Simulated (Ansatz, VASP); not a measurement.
**One calculation of ZnSe, two programs**

The input INCAR:

```
PREC = Accurate ; ENCUT = 520
EDIFF = 1E-8 ; ISMEAR = -1
SIGMA = 0.03 ; LREAL = False
LASPH = True ; NELM = 100
ALGO = Normal ; ISIF = 2
LWAVE = False ; LCHARG = False
GGA = PE ; LEFG = True
NBANDS = 16
```

Contents of KPOINTS:

```
Automatic mesh
0
Gamma
  8 8 8
```

File POSCAR:

```
ZnSe
1.0
    0.0000000000      2.8147806350      2.8147806350
    2.8147806350      0.0000000000      2.8147806350
    2.8147806350      2.8147806350      0.0000000000
Zn Se
1 1
Direct
    0.0000000000      0.0000000000      0.0000000000
    0.7500000000      0.7500000000      0.7500000000
```

Input for Ansatz:

```yaml
crystal:
  lattice:
    - [0.0, 2.814780635, 2.814780635]
    - [2.814780635, 0.0, 2.814780635]
    - [2.814780635, 2.814780635, 0.0]
  atoms:
    - { symbol: Zn, position: [0.0, 0.0, 0.0] }
    - { symbol: Se, position: [0.75, 0.75, 0.75] }
kpoints:
  mp_grid: { grid: [8, 8, 8] }
scf:
  occupations: { method: fermi_dirac, width: 0.03 }
hamiltonian:
  xc: pbe
  pseudopotentials: { kind: all_electron, datasets: crystal }
output:
  forces: true
  stress: true
  eigenvalues: true
  efg: { contact_densities: true }
```

Change from the starting cell: volume scaled by 0.98, crystal datasets.

Alike in both runs: task electric field gradients; functional PBE; k mesh 8 × 8 × 8; occupations fermi-dirac, width 0.03 eV; no spin polarisation.

|  | VASP | Ansatz |
| --- | --- | --- |
| version | VASP 6.6.1 | Ansatz 0.2.0 |
| potentials or method | VASP PAW PBE potentials, release 64 (Zn, Se) | all-electron PAW with datasets made for the crystal, scalar-relativistic |
| plane-wave cutoff (eV) | 520 | see its input |

```csv
,VASP,Ansatz,Ansatz less VASP
gap on the k mesh at the Fermi level (eV),1.37,1.37,0.000
pressure (GPa),3.8,3.5,-0.25
Vzz of the field gradient on the site that differs most (V/Å²),0.0,0.0,-0.01
```

Ansatz ran all-electron here, so the differences hold the error of VASP's frozen core and of both bases.
